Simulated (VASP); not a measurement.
CdTe: single point with PBEsol

**Experimental background.**

From a printed reference work, data compilation, for a bulk crystal of CdTe at 0 K: band gap 1.607 eV.

The system is CdTe.

```
Cd Te
1.0
     0.00000    3.24767    3.24767
     3.24767    0.00000    3.24767
     3.24767    3.24767    0.00000
Cd Te
1 1
Direct
  0.00000 0.00000 0.00000
  0.75000 0.75000 0.75000
```

The cell is a database's computed one.

- Program: VASP 6.6.1
- Task: single point
- Functional: PBEsol
- Potentials or basis: VASP PAW PBE potentials, release 64 (Cd, Te)
- Cutoff: 520 eV
- k mesh: 10 × 10 × 10
- Occupations: gaussian, width 0.5 eV
- Spin: no spin polarisation
- Further INCAR settings: ALGO = Fast; EDIFF = 1e-06; NBANDS = 16

| Item | Value |
| --- | --- |
| Pressure | 0.0 GPa |
| Band gap on the k mesh | 0.64 eV, direct |

Levels at points of the mesh, in eV from the valence-band top:
```tsv
k point	band 7	band 8	band 9	band 10	band 11	band 12
(0.00, 0.00, 0.00)	0.00	0.00	0.00	0.64	4.55	4.55
(0.50, 0.00, 0.00)	-4.44	-0.77	-0.77	1.73	5.13	5.13
(0.50, 0.50, 0.00)	-4.32	-1.86	-1.86	2.51	2.60	8.69
```

Run time: 22 s on 1 thread of Intel(R) Xeon(R) 6975P-C (Granite Rapids), on a shared host, peak memory 0.23 GiB.

A measured gap of CdTe is 1.607 eV (0 K; a printed reference work, data compilation); the calculated 0.64 eV misses it by -0.96 eV. Spin-orbit coupling on Cd, Te is left out. The value is that of PBEsol, without temperature or zero-point motion. Semilocal functionals fall short of measured gaps as a rule. The cell is a database's relaxed one, not the measured one, which moves gaps too.

Caveat: the PAW data sets were made with another functional, which shifts forces and pressure a little; spin-orbit coupling is left out, which moves the levels of the heavy elements.
